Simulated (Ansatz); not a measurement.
**ZnS: do energies and stresses tell the same story?**

Level of theory: Ansatz, DFT PBE, scalar-relativistic, plane waves, PAW.

Settings: cutoff 420 eV, Γ-centred mesh 12×12×6 on the computed 4-atom cell, Gaussian smearing of 0.02 eV; no spin polarisation.

Relaxed cell: P6_3mc, a = 3.845 Å, b = 3.845 Å, c = 6.305 Å, α = 90.00°, β = 90.00°, γ = 120.00°, 4 atoms in the primitive cell.

Energies at zero smearing and pressures from the stress tensor, at volumes with shape and atoms relaxed:
```json
{"V (Å³/atom)": "18.976", "E − E(first) (meV/atom)": "0.00", "P (GPa)": "4.89"}
{"V (Å³/atom)": "19.582", "E − E(first) (meV/atom)": "-13.33", "P (GPa)": "2.24"}
{"V (Å³/atom)": "20.188", "E − E(first) (meV/atom)": "-17.43", "P (GPa)": "-0.01"}
{"V (Å³/atom)": "20.793", "E − E(first) (meV/atom)": "-13.68", "P (GPa)": "-1.92"}
{"V (Å³/atom)": "21.399", "E − E(first) (meV/atom)": "-3.25", "P (GPa)": "-3.55"}
```

**Question.** Check P = −dE/dV between neighbouring volumes, and get the bulk modulus from the pressures alone.

**Answer.** With 1 eV/Å³ = 160.2 GPa:
```tsv
middle V (Å³/atom)	−ΔE/ΔV (GPa)	mean P (GPa)
19.279	3.527	3.566
19.885	1.085	1.116
20.490	-0.994	-0.968
21.096	-2.757	-2.737
```

The two differ by 0.04 GPa at most. The mean of two end pressures misses the average over a step by about ΔV² P″/12, up to 0.04 GPa here; with that taken off 0.00 GPa remains. Around V = 20.188 Å³/atom, the two neighbours give B = −V ΔP/ΔV = 20.188 × 4.17 / 1.211 = 69.5 GPa, against B0 = 69.1 GPa from the Birch–Murnaghan fit of the energies.